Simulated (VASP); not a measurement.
MoS2:

```xyz
3
Lattice="1.5815 0.9131 6.1233 -1.5815 0.9131 6.1233 0.0000 -1.8262 6.1233" Properties=species:S:1:pos:R:3 pbc="T T T"
Mo    0.0000    0.0000    0.0000
S     0.0000    0.0000   13.7481
S     0.0000    0.0000   10.7446
```

Measurements of this composition are mostly on another form, of space group No. 194.

Base run:

| Quantity | Value |
| --- | --- |
| Program | VASP 6.6.1 |
| Functional | PBEsol |
| Potentials or basis | VASP PAW PBE potentials, release 64 (Mo_sv, S) |
| Cutoff | 520 eV |
| k mesh | 7 × 7 × 7 |
| Occupations | gaussian, width 0.05 eV |
| Spin | collinear spin, typed start |
| Starting moments | [1.0, 0.0, 0.0] μB |
| Fixed moment | 1 μB |
| Hubbard terms | Mo d U = 3.0 eV |

Its results: pressure 11.0 GPa; net moment 1.00 μB per cell; largest force 1.356 eV/Å.

Q: The run is repeated on the same cell with these changes: fixed moment from 1 μB to none; moments at the start from [1.0, 0.0, 0.0] to [2.0, 0.0, 0.0]. What comes out?

A: Pressure 6.0 GPa; net moment 0.00 μB per cell; largest force 1.215 eV/Å.

Caveats: the PAW data sets were made with another functional, which shifts forces and pressure a little; the total moment is fixed, so each spin has its own Fermi level (some runs).
